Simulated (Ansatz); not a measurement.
## Calculated quadrupolar parameters for WS2 under strain

The cell is a COD entry, relaxed with PBE at fixed cell and then changed (z compressed by 3 %, ions relaxed).

```xyz
3
Lattice="1.5790 0.9116 5.9784 -1.5790 0.9116 5.9784 0.0000 -1.8233 5.9784" Properties=species:S:1:pos:R:3 pbc="T T T"
W     0.0000    0.0000    0.0117
S     0.0000    0.0000    4.4210
S     0.0000    0.0000    7.5606
```

Sites (sets of like atoms) are named by element and the number of their first atom in this list.

All values are calculated (Ansatz; DFT, PBE, plane waves and PAW, scalar-relativistic, collinear spin, 420 eV cutoff, Γ-centred 16×16×16 k-points, Fermi–Dirac smearing 0.02 eV), not measured. Start moments as typed (μB): 2 on each W, none on the rest.

Conventions: |V_zz| ≥ |V_yy| ≥ |V_xx|, η = (V_xx − V_yy)/V_zz, C_Q = eQV_zz/h. Directions are in the Cartesian axes of the cell vectors above, for the atom listed; none is given where the gradient is under 0.02 or η is above 0.95.

Task: Which values are expected at the nuclei?

Result: 

```tsv
site	first atom	first shell	V_zz (10²¹ V/m²)	η	direction of V_zz (x, y, z)
W	1	6 S at 2.41 Å	-17.01	0.00	0.00 0.00 1.00
S2	2	3 W at 2.41 Å; also 7 S at 3.14–3.16 Å	-4.41	0.00	0.00 0.00 1.00
S3	3	3 W at 2.41 Å; also 7 S at 3.14–3.16 Å	-4.13	0.00	0.00 0.00 1.00
```

An axis of threefold or higher order runs through W, S2 and S3, so V_zz lies along it and η is zero.

Without spin–orbit coupling the gradients at and beside W can be off by some per cent, at some sites by more. The start moments die out, and the run ends without spin.
